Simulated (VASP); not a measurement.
A run of VASP 6.6.1 is set up as follows.

Contents of INCAR:

```
PREC = Accurate
ENCUT = 600
EDIFF = 1E-7
ISMEAR = 0
SIGMA = 0.03
LREAL = False
LASPH = True
NELM = 80
ALGO = Normal
ISIF = 2
LWAVE = False
LCHARG = False
IBRION = 2
NSW = 40
EDIFFG = -0.01
```

Contents of KPOINTS:

```
regular mesh
0
Gamma
  8 8 8
```

Contents of POSCAR:

```
KBr                                     
1.0
    0.0000000000      3.1909146434      3.1909146434
    3.1909146434      0.0000000000      3.1909146434
    3.1909146434      3.1909146434      0.0000000000
  K               Br            
     1     1
Direct
     0.0000000000000000    0.0000000000000000    0.0000000000000000
     0.5000000000000000    0.5000000000000000    0.5000000000000000
```

Potentials or basis: VASP PAW LDA potentials, release 64 (K_sv, Br).

Launch:

```bash
$ cat potpaw_LDA.64/K_sv/POTCAR potpaw_LDA.64/Br/POTCAR > POTCAR
$ mpirun -np 1 vasp_std > vasp.out
```

Problem. Predict the band gap on the k mesh.

Solution. 4.32 eV, direct.

Final structure:
```xyz
2
Lattice="0.0000 3.1909 3.1909 3.1909 0.0000 3.1909 3.1909 3.1909 0.0000" Properties=species:S:1:pos:R:3 pbc="T T T"
K     0.0000    0.0000    0.0000
Br    3.1909    3.1909    3.1909
```

Caveat: the relaxation stopped at its first step, so nothing moved. As with any semilocal functional, this LDA gap is likely too small.
